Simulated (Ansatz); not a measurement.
# GaN (F-43m) in Ansatz: band structure with HSE06

Aim: the band structure of GaN with HSE06.

Everything below comes from runs of Ansatz 0.2.0. Logs are shortened: lines on timing, memory, paths and dates and some standing lists are left out, and cuts for length are marked.

**What was measured.**

A printed reference work, textbook reports, for a bulk crystal of GaN at 0 K: band gap 3.299 eV (direct).

How close the calculation comes is told below.

## 1. The structure

It takes space group F-43m (No. 216, cubic). Conventional cell: a = 4.507 Å, b = 4.507 Å, c = 4.507 Å, α = 90.00°, β = 90.00°, γ = 90.00°. Ga (site symmetry -43m) has 4 N at 1.95 Å as nearest neighbours. N (site symmetry -43m) is surrounded by 4 Ga at 1.95 Å.

The cell is a database's computed one.

## 2. Band structure, HSE06

input reads:

```
crystal:
  lattice:
    - [0.0, 2.2535006075, 2.2535006075]
    - [2.2535006075, 0.0, 2.2535006075]
    - [2.2535006075, 2.2535006075, 0.0]
  atoms:
    - { symbol: Ga, position: [0.0, 0.0, 0.0] }
    - { symbol: "N", position: [0.25, 0.25, 0.25] }
hamiltonian:
  xc: hse06
  pseudopotentials: { kind: paw }
kpoints:
  mp_grid: { grid: [8, 8, 8] }
  band_path:
    path:
      - [[0.0, 0.0, 0.0], [0.5, 0.0, 0.5], [0.5, 0.25, 0.75], [0.375, 0.375, 0.75], [0.0, 0.0, 0.0], [0.5, 0.5, 0.5], [0.625, 0.25, 0.625], [0.5, 0.25, 0.75], [0.5, 0.5, 0.5], [0.375, 0.375, 0.75]]
      - [[0.625, 0.25, 0.625], [0.5, 0.0, 0.5]]
    npoints: 4
scf:
  occupations: { method: fermi_dirac, width: 0.05 }
  n_extra_bands: 6
output:
  forces: true
  stress: true
  eigenvalues: true
  fatbands: false
  write_density: true
  write_potential: true
  elf: true
  volumetric_format: npy
```

Potentials or basis: Ansatz PAW.

The program printed:

```text
Warning: output.stress: scf.convergence.dr2_threshold = 1e-7 eV (the SCF's general default) is looser than the 2e-10 eV advised for a printed stress (1e-10 eV for each atom of the cell: 2). What an SCF threshold leaves in a stress goes as its square root, and in the free energy as the threshold itself, and one threshold admits the most on a small cell: of the crystals measured, under no hybrid functional and no lock of the moments, on runs that ended without the residual-converged pass, on stresses that held no estimate of that error, the worst erred by over 100 MPa in a component at 1e-7 eV an atom and by under 5 at 1e-10. Set scf.convergence.dr2_threshold to 2e-10 eV or tighter. The threshold is an SCF's pass mark: one that does not reach it within its budget of iterations ends unconverged, or closes short of it on a stop that the run arms, and scf.convergence.dr2_threshold's page says what that costs each kind of run
Warning: output.stress: scf.exx.energy_threshold = 1e-6 eV is looser than the 2e-8 eV advised for a stress under a hybrid functional (1e-8 eV for each atom of the cell: 2). Every SCF of the exchange loop can meet its threshold on dr2 while the loop round them stops early: no threshold on dr2 bounds what that leaves in the stress. Set scf.exx.energy_threshold to 2e-8 eV or tighter. The threshold is the loop's pass mark: a loop that does not reach it within its budget of cycles ends unconverged, and scf.exx.energy_threshold's page has the law
scf.n_extra_bands = 6 over 9 filled bands (N_el = 18.0): the run solves 15 bands
GPUs: using 1 of 1 available (devices: 1).
Engine: ansatz 0.2.0, x86_64-unknown-linux-gnu
Pseudopotentials: kind: paw
Pseudopotential: Ga, paw, valence charge 13, recommended cutoff 420 eV (normal), Ga.paw.azcp
Pseudopotential: N, paw, valence charge 5, recommended cutoff 420 eV (normal), N.paw.azcp
Functional definition: HSE06
  parameter a = 0.25
  parameter omega = 0.11/bohr
  exchange = pbe_x - a*pbe_x_sr(omega) + a*exact_x_sr(omega)
  correlation = pbe_c
device memory: the entry about to start is reckoned to put 0.4 GiB on a device that reports 64.1 GiB free (of which the cap on the GPU budget leaves the run 18.0 GiB)
GPU FFT provider: cuFFT
GPU libraries: cuBLAS 13.8.2, cuFFT 12.4.0, cuSOLVER 12.3.4
Crystal: 2 atoms, lattice volume = 22.888 Å³
Basis set: ecut = 420 eV, 459 PW (Γ), exchange–correlation on 48×48×48 points (8 copies of the dense FFT grid, shifted against one another)
Bands: 15, of which v1, the nominal top of the filled ones, is band 9 counted from 1 (8 counted from 0)
Symmetry: 24 space group operations
Space group: F-43m (ITA 216), of the structure as read, at distance tolerance 2.8e-5 Å
k-points: 29 of 512 (time reversal used)
Non-local potential: Ga, projectors of the file, l = 0: 2, l = 1: 2, l = 2: 3, l = 3: 1
Non-local potential: N, projectors of the file, l = 0: 2, l = 1: 2, l = 2: 1
PAW form: soft (Blöchl's): semilocal exchange-correlation on the pseudo side does not see the compensation charge
PAW frozen core: Ga, regenerated for the run's functional, and the local potential with it (the file was generated under x = pbe(κ = 0.804, μ = 0.2195149727645171), c = pbe(β = 0.06672455060314922))
PAW frozen core: N, regenerated for the run's functional, and the local potential with it (the file was generated under x = pbe(κ = 0.804, μ = 0.2195149727645171), c = pbe(β = 0.06672455060314922))
PAW one-centre angular grid: Ga, 590 points (default); XC on 64 Gauss nodes
PAW one-centre angular grid: N, 110 points (default); XC on 64 Gauss nodes
Initial density: superposition of atomic densities (neutral atoms: chi_scale 0, normalization atom), corrected by the library's trained network
Initial wavefunctions: pseudopotential atomic-orbital guess
GPU buffer pool allocated for 13824 grid points (all kernels)
GPU transforms: local potential and band sums: pruned to the plane-wave sphere, on 24×24×24
Functional: x = pbe(κ = 0.804, μ = 0.2195149727645171), c = pbe(β = 0.06672455060314922), warm-up for x = pbe(κ = 0.804, μ = 0.2195149727645171) + 0.25 (exact − pbe) at short range (hse, ω = 0.20786987370883472 Å⁻¹), c = pbe(β = 0.06672455060314922); HSE06 as pw.x's `hse` composes it (authors' and Libxc's form: `xc: wpbeh`)
SCF iter   1: F=—  HF=-4167.901831 eV  |F-HF|=—  |Δ(HF+E_count)|=         —  Δρ=6.80e-4  dr2=5.39e-5  ethr=1.77e-3  ⟨swp⟩=2.0  Hψ=2894  notcnv=0
preconditioner: auto → none  [insulator: Δε(μ)=1.714 eV  Ē_g=21.528 eV  σ=0.050 eV  W_gap=1.00  n_scr=8 (ndim 8)  ℏωp=32.9 eV  f_vac=0.001  D(μ)=0.00/eV (n_scr^D=0)]
SCF iter   2: F=-4167.901943 eV  HF=-4167.901907 eV  |F-HF|=3.60e-5  |Δ(HF+E_count)|=   7.59e-5  Δρ=3.79e-4  dr2=1.39e-5  ethr=3.00e-7  ⟨swp⟩=5.0  Hψ=1204  notcnv=0  defer=5
SCF 1 stopped early in 2 iterations: F = -4167.901943 eV  dr2 = 1.39e-5
device memory: the entry about to start is reckoned to put 1.1 GiB on a device that reports 64.2 GiB free (of which the cap on the GPU budget leaves the run 18.0 GiB)
GPU FFT provider: cuFFT
GPU libraries: cuBLAS 13.8.2, cuFFT 12.4.0, cuSOLVER 12.3.4
Initial density: handed on by an earlier stage of this run
Initial wavefunctions: those handed on with the density
GPU buffer pool allocated for 13824 grid points (all kernels)
GPU transforms: local potential and band sums: pruned to the plane-wave sphere, on 24×24×24
Functional: x = pbe(κ = 0.804, μ = 0.2195149727645171) + 0.25 (exact − pbe) at short range (hse, ω = 0.20786987370883472 Å⁻¹), c = pbe(β = 0.06672455060314922); HSE06 as pw.x's `hse` composes it (authors' and Libxc's form: `xc: wpbeh`)
Exchange kernel: α = 0.2500, screened, ω = 0.2079 Å⁻¹, Wigner–Seitz truncation, v(0) = 1046.8149 eV·Å³, q-mesh 8×8×8, nearest image of the exchange supercell L = 25.50 Å, pair-density grid 15×15×15, without the augmentation charges, whose exchange is taken in its separable form by FFT convolution over the k-point mesh (sized by the pseudopotential files, 18×18×18 at the most), smooth part of the exact exchange by density-matrix convolution in up to 3.32 GiB of GPU memory as planned if the GPU has room (build and FFT work areas not counted)
Frozen-core exchange: fock
SCF iter   1: F=—  HF=-4168.397929 eV  |F-HF|=—  |Δ(HF+E_count)|=         —  Δρ=1.76e-2  dr2=2.81e-2  ethr=7.71e-7  ⟨swp⟩=5.9  Hψ=2171  notcnv=0
preconditioner: auto → none  [insulator: Δε(μ)=2.906 eV  Ē_g=24.797 eV  σ=0.050 eV  W_gap=1.00  n_scr=8 (ndim 8)  ℏωp=32.9 eV  f_vac=0.001  D(μ)=0.00/eV (n_scr^D=0)]
SCF iter   2: F=—  HF=-4168.384254 eV  |F-HF|=—  |Δ(HF+E_count)|=   1.37e-2  Δρ=4.24e-3  dr2=2.97e-3  ethr=7.71e-7  ⟨swp⟩=4.0  Hψ=1569  notcnv=0
SCF iter   3: F=—  HF=-4168.391820 eV  |F-HF|=—  |Δ(HF+E_count)|=   7.57e-3  Δρ=4.31e-3  dr2=1.59e-3  ethr=7.71e-7  ⟨swp⟩=4.0  Hψ=1455  notcnv=0
SCF iter   4: F=—  HF=-4168.391585 eV  |F-HF|=—  |Δ(HF+E_count)|=   2.35e-4  Δρ=1.50e-3  dr2=1.80e-4  ethr=7.71e-7  ⟨swp⟩=3.0  Hψ=947  notcnv=0
SCF iter   5: F=—  HF=-4168.391718 eV  |F-HF|=—  |Δ(HF+E_count)|=   1.33e-4  Δρ=4.94e-4  dr2=3.84e-5  ethr=7.71e-7  ⟨swp⟩=2.5  Hψ=719  notcnv=0
SCF iter   6: F=-4168.391702 eV  HF=-4168.391708 eV  |F-HF|=6.19e-6  |Δ(HF+E_count)|=   1.05e-5  Δρ=1.67e-4  dr2=8.59e-6  ethr=2.06e-7  ⟨swp⟩=3.0  Hψ=958  notcnv=0
SCF 2 stopped early in 6 iterations: F = -4168.391702 eV  dr2 = 8.59e-6
hybrid outer 1: dexx = +8.555e-3 eV, tail = 3.99e-5 eV
GPU FFT provider: cuFFT
GPU libraries: cuBLAS 13.8.2, cuFFT 12.4.0, cuSOLVER 12.3.4
GPU buffer pool allocated for 13824 grid points (all kernels)
GPU transforms: local potential and band sums: pruned to the plane-wave sphere, on 24×24×24
Exchange kernel: α = 0.2500, screened, ω = 0.2079 Å⁻¹, Wigner–Seitz truncation, v(0) = 1046.8149 eV·Å³, q-mesh 8×8×8, nearest image of the exchange supercell L = 25.50 Å, pair-density grid 15×15×15, without the augmentation charges, whose exchange is taken in its separable form by FFT convolution over the k-point mesh (sized by the pseudopotential files, 18×18×18 at the most), smooth part of the exact exchange by density-matrix convolution in up to 3.32 GiB of GPU memory as planned if the GPU has room (build and FFT work areas not counted)
Frozen-core exchange: fock
SCF iter   1: F=—  HF=-4168.391453 eV  |F-HF|=—  |Δ(HF+E_count)|=         —  Δρ=5.55e-5  dr2=7.51e-7  ethr=1.11e-6  ⟨swp⟩=3.7  Hψ=1065  notcnv=0
preconditioner: auto → none  [insulator: Δε(μ)=2.955 eV  Ē_g=24.625 eV  σ=0.050 eV  W_gap=1.00  n_scr=8 (ndim 8)  ℏωp=32.9 eV  f_vac=0.002  D(μ)=0.00/eV (n_scr^D=0)]
SCF iter   2: F=—  HF=-4168.391453 eV  |F-HF|=—  |Δ(HF+E_count)|=   7.41e-7  Δρ=2.66e-5  dr2=1.11e-7  ethr=3.88e-9  ⟨swp⟩=4.1  Hψ=1061  notcnv=0  defer=1
iter 3 solved again at ethr=2.38e-11 eV; its pass at ethr=5.04e-10 eV (dr2=4.28e-9 eV) is discarded
SCF iter   3: F=—  HF=-4168.391453 eV  |F-HF|=—  |Δ(HF+E_count)|=   2.69e-8  Δρ=6.95e-6  dr2=1.26e-8  ethr=2.38e-11  ⟨swp⟩=4.3  Hψ=2055  notcnv=0  defer=4
SCF iter   4: F=—  HF=-4168.391453 eV  |F-HF|=—  |Δ(HF+E_count)|=   5.57e-8  Δρ=8.90e-6  dr2=1.67e-8  ethr=2.38e-11  ⟨swp⟩=4.0  Hψ=962  notcnv=0  defer=5
SCF iter   5: F=-4168.391453 eV  HF=-4168.391453 eV  |F-HF|=1.82e-12  |Δ(HF+E_count)|=   5.13e-9  Δρ=5.33e-7  dr2=8.70e-11  ethr=2.38e-11  ⟨swp⟩=3.1  Hψ=836  notcnv=0  defer=1
SCF 3 converged in 5 iterations: F = -4168.391453 eV  dr2 = 8.70e-11
  Residual-converged pass: ⟨swp⟩=2.5  Hψ=714  notcnv=0  max |occ|·‖R‖ = 2.2e-6 eV (tolerance 2.4e-6 eV)  dr2=8.88e-11  dr2_onsite=4.06e-11  max |Δocc| = 5.6e-23
hybrid outer 2: dexx = +5.224e-7 eV, tail = 1.16e-8 eV, Δε = 4.65e-3 eV (about 1.02e-4 eV left of the loop's levels)
device memory: the entry about to start is reckoned to put 0.3 GiB on a device that reports 66.3 GiB free (of which the cap on the GPU budget leaves the run 18.0 GiB)
NSCF: frozen V_eff on 42 k-points, pencils in batches of 32, up to order 68
hybrid SCF converged: 2 outer / 11 inner (+2 warm-up), last move |dexx| = 5.22e-7 eV, tail = 1.16e-8 eV
Stability not checked: this state was not tested for a lower state beside it, because the functional holds exact exchange (a hybrid, or Hartree-Fock), whose exchange loop this test does not read (fock_operator; see scf.lower_state_search)
Free energy (F): -4168.391453 eV
Frozen-core exchange: fock
Harris-Foulkes:  -4168.391453 eV  (|F-HF|=1.82e-12)
Internal energy: -4168.391453 eV  (E = F + TS)
E sigma→0 (E₀):  -4168.391453 eV
Fermi energy:    10.330916 eV
--- Per-component energies (eV) ---
  E_band       = -46.739917
  E_kinetic    = 246.575985
  E_local      = -1953.346561  (includes V_loc(G=0)·N_el)
  E_nonlocal   = 474.744675
  E_hartree    = 902.209293
  E_xc         = -103.546252
  E_vxc        = -107.118223  (∫ρ·V_xc dr)
  E_exx        = -61.981040  (= α·E_x^exact, valence–valence)
  E_paw        = -2085.702835  (= ΣΔE_a)
  E_vpaw       = -388.052730  (= ΣTr[D̂ρ^β])
  E_aug_tail   = 0.000136  (compensation charges beyond the density's cutoff)
  E_ewald      = -1587.434954
  E_core_change = 0.090099  (= ΣΔE_core)
  E_smearing   = -0.000000  (= −TS)
  E_closure    = 0.000000  (closes the sum)
  Σ components = -4168.391453   (vs F -4168.391453, Δ=0.00e0)
--- Forces (eV/Å), atoms counted from 1 ---
  atom   1  Ga     0.00000000    -0.00000000    -0.00000000
  atom   2  N     -0.00000000     0.00000000    -0.00000000
  max |Σ_I F_I| component: 3.70e-17 eV/Å
--- Stress (GPa, compression-positive) ---
       -1.204736       0.000000      -0.000000
       -0.000000      -1.204736       0.000000
       -0.000000       0.000000      -1.204736
  P = ⅓ Tr σ = -1.2047 GPa (-12.047 kbar)
--- Band table (eV; the first three rows and the last of 29) ---
  k-point 0: bands = ["-8.6126", "-6.8670", "-6.8670", "-6.8670", "-6.5539", "-6.5539", "8.8210", "8.8210", "8.8210", "11.7762", "20.7411", "20.7411", "20.7411", "28.2074", "29.2318"]
  k-point 1: bands = ["-8.4695", "-6.8478", "-6.8478", "-6.7602", "-6.5555", "-6.5555", "7.2612", "8.6475", "8.6475", "12.9289", "20.0289", "21.0031", "21.0031", "27.5448", "27.5448"]
  k-point 2: bands = ["-8.2140", "-6.8094", "-6.8094", "-6.5507", "-6.5507", "-6.2963", "4.6928", "8.2616", "8.2616", "14.2638", "19.2228", "21.2195", "21.2195", "26.3712", "27.1950"]
  k-point 28: bands = ["-7.9814", "-6.7080", "-6.7070", "-6.5619", "-6.5428", "-4.0224", "2.7868", "4.8034", "4.9694", "16.3322", "19.1167", "20.7332", "21.4454", "26.1157", "29.8114"]
```

It took 48 s on 1 × NVIDIA H100 80GB HBM3 with 2 threads of AMD EPYC 7R13 (Zen 3), shared host; peak memory 2.6 GiB.

Results:

```
Free energy             : -4168.3915 eV
Pressure                : -1.2 GPa
Band gap on the k mesh  : 2.96 eV, direct
Band gap along the path : 2.96 eV, direct
```

Levels at the corners of the path, in eV from the valence-band top:
| point | band 5 | band 6 | band 7 | band 8 | band 9 | band 10 | band 11 | band 12 | band 13 | band 14 |
| --- | --- | --- | --- | --- | --- | --- | --- | --- | --- | --- |
| Γ | -15.37 | -15.37 | 0.00 | 0.00 | 0.00 | 2.96 | 11.92 | 11.92 | 11.92 | 19.39 |
| X | -15.31 | -13.10 | -6.57 | -2.90 | -2.90 | 4.45 | 8.15 | 13.56 | 16.01 | 16.01 |
| W | -15.36 | -12.84 | -6.03 | -4.02 | -3.85 | 7.51 | 10.30 | 11.91 | 12.62 | 17.29 |
| K | -15.34 | -12.97 | -6.23 | -4.57 | -2.33 | 6.21 | 9.59 | 12.82 | 14.70 | 15.35 |
| Γ | -15.37 | -15.37 | 0.00 | 0.00 | 0.00 | 2.96 | 11.92 | 11.92 | 11.92 | 19.39 |
| L | -15.34 | -13.67 | -7.54 | -1.04 | -1.04 | 6.07 | 10.40 | 11.90 | 11.90 | 17.31 |
| U | -15.34 | -12.97 | -6.23 | -4.57 | -2.33 | 6.21 | 9.59 | 12.82 | 14.70 | 15.35 |
| W | -15.36 | -12.84 | -6.03 | -4.02 | -3.85 | 7.51 | 10.30 | 11.91 | 12.62 | 17.29 |
| L | -15.34 | -13.67 | -7.54 | -1.04 | -1.04 | 6.07 | 10.40 | 11.90 | 11.90 | 17.31 |
| K | -15.34 | -12.97 | -6.23 | -4.57 | -2.33 | 6.21 | 9.59 | 12.82 | 14.70 | 15.35 |
| U | -15.34 | -12.97 | -6.23 | -4.57 | -2.33 | 6.21 | 9.59 | 12.82 | 14.70 | 15.35 |
| X | -15.31 | -13.10 | -6.57 | -2.90 | -2.90 | 4.45 | 8.15 | 13.56 | 16.01 | 16.01 |

Caveat: the pressure holds a Pulay correction of +0.5 GPa for the finite cutoff; the PAW data sets come from PBE, with cores solved anew for the run's functional, which leaves a small shift of forces and pressure; the thresholds are loose for stress.

## 3. Comparison with measurements

Step 2. Against the measured gap of GaN, 3.299 eV (direct; 0 K; a printed reference work, textbook), the calculated 2.96 eV is off by -0.34 eV. Spin-orbit coupling on Ga is left out. The value is that of HSE06, without temperature or zero-point motion. The cell is a database's relaxed one, not the measured one, which moves gaps too.
